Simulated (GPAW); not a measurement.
Crystal: ZnSe (Stilleite).

```
Se Zn
1.0
     0.00000    2.83380    2.83380
     2.83380    0.00000    2.83380
     2.83380    2.83380    0.00000
Se Zn
1 1
Direct
  0.25000 0.25000 0.25000
  0.00000 0.00000 0.00000
```

Base run:

* Program: GPAW 26.7.0
* Functional: revTPSS
* Potentials or basis: GPAW PAW data sets (gpaw-data 1.2.1)
* Cutoff: 600 eV
* Basis: pw
* k mesh: 7 × 7 × 7
* Occupations: fermi-dirac, width 0.05 eV
* Spin: spin-orbit coupling, no magnetisation

Its results: band gap on the k mesh 1.33 eV, direct; pressure 0.4 GPa.

Problem. The run is repeated on the same cell with these changes: functional from revTPSS to mBEEF; band points from 60 to 80. What comes out?

Solution. Band gap on the k mesh 1.91 eV, direct; pressure 0.9 GPa.

Caveats: spin-orbit coupling was added after a scalar SCF, so levels and gaps hold it while energy, forces, pressure and moments don't; this program's spin-orbit splittings come out too wide for heavy elements; the PAW data sets were made with another functional, which shifts forces and pressure a little.

Not every run made on this cell is shown here.
